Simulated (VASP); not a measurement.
Write the native input for VASP 6.6.1 that does the following.

```yaml
Task: band structure
Functional: TPSS
Potentials_or_basis: VASP PAW PBE potentials, release 64 (Ni, Fe)
Cutoff: 520 eV
k_mesh: 10 × 10 × 8
Occupations: fermi-dirac, width 0.05 eV
Spin: collinear spin, ferromagnetic start
Starting_moments: "[1.0, 3.0] μB"
Further_INCAR_settings: ALGO = Normal; EDIFF = 1e-06
```

The structure of FeNi (Tetrataenite) lies in POSCAR:

```
FeNi
1.0
    2.5330000000      0.0000000000      0.0000000000
    0.0000000000      2.5330000000      0.0000000000
    0.0000000000      0.0000000000      3.5820000000
Ni Fe
1 1
Direct
    0.5000000000      0.5000000000      0.5000000000
    0.0000000000      0.0000000000      0.0000000000
```

These files were run (other wordings do the same):

INCAR

```
PREC = Accurate
ENCUT = 520
EDIFF = 1E-6
ISMEAR = -1
SIGMA = 0.05
LREAL = F
LASPH = T
NELM = 150
ALGO = Normal
ISIF = 2
LWAVE = F
LCHARG = F
ISPIN = 2
MAGMOM = 1 3
LORBIT = 11
LMAXMIX = 4
METAGGA = TPSS
LMIXTAU = T
```

KPOINTS

```
regular mesh
0
Gamma
  10 10 8
```

KPOINTS_OPT

```
path GXMGZRAZ,XR,MA
10
line-mode
reciprocal
 0.0000000000  0.0000000000  0.0000000000  G
 0.0000000000  0.5000000000  0.0000000000  X

 0.0000000000  0.5000000000  0.0000000000  X
 0.5000000000  0.5000000000  0.0000000000  M

 0.5000000000  0.5000000000  0.0000000000  M
 0.0000000000  0.0000000000  0.0000000000  G

 0.0000000000  0.0000000000  0.0000000000  G
 0.0000000000  0.0000000000  0.5000000000  Z

 0.0000000000  0.0000000000  0.5000000000  Z
 0.0000000000  0.5000000000  0.5000000000  R

 0.0000000000  0.5000000000  0.5000000000  R
 0.5000000000  0.5000000000  0.5000000000  A

 0.5000000000  0.5000000000  0.5000000000  A
 0.0000000000  0.0000000000  0.5000000000  Z

 0.0000000000  0.5000000000  0.0000000000  X
 0.0000000000  0.5000000000  0.5000000000  R

 0.5000000000  0.5000000000  0.0000000000  M
 0.5000000000  0.5000000000  0.5000000000  A
```

Potentials or basis: VASP PAW PBE potentials, release 64 (Ni, Fe).

Launch:

```console
$ cat potpaw_PBE.64/Ni/POTCAR potpaw_PBE.64/Fe/POTCAR > POTCAR
$ mpirun -np 1 vasp_std > vasp.out
```

Results of the run:

```yaml
Pressure: -8.5 GPa
Band_gap_along_the_path: none (metal or under the smearing width)
Net_moment: 3.35 μB per cell
Site_moments: Ni +0.64; Fe +2.71 μB
Valence_electrons_inside_the_program's_atomic_spheres: Ni 9.32; Fe 7.09
```

Caveat: the PAW data sets were made with another functional, which shifts forces and pressure a little.

Wall time 3.9 min on 1 thread of AMD EPYC 9R45 96-Core Processor (Zen 5), on a shared host, peak memory 0.2 GiB.
